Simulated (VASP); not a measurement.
Wanted: the native input for a VASP 6.6.1 run.

```
Task                   : single point
Functional             : PBE
Potentials or basis    : VASP PAW PBE potentials, release 64 (Na_pv, S)
Cutoff                 : 520 eV
k mesh                 : 8 × 8 × 8
Occupations            : gaussian, width 0.02 eV
Spin                   : no spin polarisation
Dipole correction      : no
Further INCAR settings : ALGO = Fast; EDIFF = 1e-06; NBANDS = 17
```

The structure of Na2S lies in POSCAR:

```
Na2S
1.0
    0.0000000000      3.2836251753      3.2836251753
    3.2836251753      0.0000000000      3.2836251753
    3.2836251753      3.2836251753      0.0000000000
Na S
2 1
Direct
    0.2500000000      0.2500000000      0.2500000000
    0.7500000000      0.7500000000      0.7500000000
    0.0000000000      0.0000000000      0.0000000000
```

The cell comes from a database or a generator and needn't be the stable form of this composition.

These files were run (other wordings do the same):

INCAR

```
SYSTEM = Na2S
PREC = Accurate
ENCUT = 520
EDIFF = 1E-6
ISMEAR = 0
SIGMA = 0.02
LREAL = .False.
LASPH = .True.
NELM = 100
ALGO = Fast
ISIF = 2
LWAVE = .False.
LCHARG = .False.
GGA = PE
NBANDS = 17
```

KPOINTS

```
Automatic mesh
0
Gamma
  8 8 8
  0 0 0
```

Potentials or basis: VASP PAW PBE potentials, release 64 (Na_pv, S).

Launch:

```console
$ cat potpaw_PBE.64/Na_pv/POTCAR potpaw_PBE.64/S/POTCAR > POTCAR
$ mpirun -np 1 vasp_std > vasp.out
```

It gave:

The pressure is 0.0 GPa and the band gap on the k mesh is 2.45 eV, direct.

It took 27 s on 1 thread of Intel(R) Xeon(R) Platinum 8488C (Sapphire Rapids) (shared host), peak memory 0.2 GiB.
